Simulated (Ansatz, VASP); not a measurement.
Given: the input of a run of VASP 6.6.1 on Al.

The input INCAR:

```
  ALGO = Fast
  EDIFF = 1E-7
  ENCUT = 520
  GGA = PE
  ISIF = 2
  ISMEAR = 0
  LASPH = T
  LCHARG = F
  LREAL = F
  LWAVE = F
  NBANDS = 8
  NELM = 60
  PREC = Accurate
  SIGMA = 0.025
```

KPOINTS

```
k-points
0
Gamma
  11 11 11
```

The input POSCAR:

```
Al
1.0
    0.0000000000      2.0248050000      2.0248050000
    2.0248050000      0.0000000000      2.0248050000
    2.0248050000      2.0248050000      0.0000000000
Al
1
Direct
    0.0000000000      0.0000000000      0.0000000000
```

Potentials or basis: VASP PAW PBE potentials, release 64 (Al).

Command:

```console
$ cat potpaw_PBE.64/Al/POTCAR > POTCAR
$ mpirun -np 1 vasp_std > vasp.out
```

Task: Translate it to Ansatz 0.2.0. Potentials there: Ansatz PAW.

Result: As run (the cutoff follows the program's own potentials):

Contents of input.yaml:

```yaml
crystal:
  lattice:
    - [0.0, 2.024805, 2.024805]
    - [2.024805, 0.0, 2.024805]
    - [2.024805, 2.024805, 0.0]
  atoms:
    - { symbol: Al, position: [0.0, 0.0, 0.0] }
hamiltonian:
  xc: pbe
  pseudopotentials: { kind: paw }
kpoints:
  mp_grid: { grid: [11, 11, 11] }
scf:
  occupations: { method: gaussian, width: 0.025 }
output:
  forces: true
  stress: true
  eigenvalues: true
```

Potentials or basis: Ansatz PAW.

Launch:

```console
$ ansatz run input.yaml --threads 2 --pin off --max-ram 5632MiB --backend cpu --events-out ev --progress --plain --runs-dir out
```

Both were run:

|  | VASP | Ansatz | Ansatz less VASP |
| --- | --- | --- | --- |
| gap on the k mesh at the Fermi level (eV) | none | none | - |
| pressure (GPa) | -0.5 | -0.5 | +0.04 |

A gap of «none» marks a metal or a gap that the smearing closes. The functional is the same, so the differences come from potentials, cutoffs and numerics.
